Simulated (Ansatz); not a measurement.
All numbers below come from DFT PBE, scalar-relativistic, plane waves, PAW (Ansatz). All cells share a 420 eV cutoff and Γ-centred k meshes spaced at most about 0.3 Å⁻¹ (about 0.25 or finer for metals, 2π included). No spin polarisation in the final relaxations.

All energies are static (0 K, no zero-point motion). All come from trial cells, and lower structures may exist.

Task: These unrelaxed guesses for Al are each relaxed within their symmetry. Order them by the energy at which they end, lowest first.
A.

```
CELL_PARAMETERS angstrom
4.59002 0.00000 0.00000
-2.29501 3.97507 0.00000
0.00000 0.00000 6.74851
ATOMIC_POSITIONS crystal
Al 0.16411 0.66278 0.34048
Al 0.33722 0.50133 0.00715
Al 0.49867 0.83589 0.67382
Al 0.57438 0.24546 0.23459
Al 0.75454 0.32892 0.90125
Al 0.67108 0.42562 0.56792
```

B.

```
CELL_PARAMETERS angstrom
6.67317 0.00000 0.00000
-3.33658 5.77913 0.00000
0.00000 0.00000 6.04477
ATOMIC_POSITIONS crystal
Al 0.36673 0.29689 0.64941
Al 0.70311 0.06984 0.31607
Al 0.93016 0.63327 0.98274
Al 0.63327 0.70311 0.14941
Al 0.29689 0.93016 0.81607
Al 0.06984 0.36673 0.48274
Al 0.06984 0.70311 0.35059
Al 0.29689 0.36673 0.01726
Al 0.63327 0.93016 0.68393
Al 0.93016 0.29689 0.85059
Al 0.70311 0.63327 0.51726
Al 0.36673 0.06984 0.18393
```

Result: A (ends in Im-3m, bcc type, 0 meV/atom), B (ends in P6_422, 205 meV/atom).

Cells relaxed within their symmetry can be saddle points. The part of the Crystallography Open Database at hand lists Al in space groups No. 225, 229; sharing a group (Im-3m) doesn't make a cell the listed structure. Some types were kept out of the candidates beforehand, so the set may lack a known form.
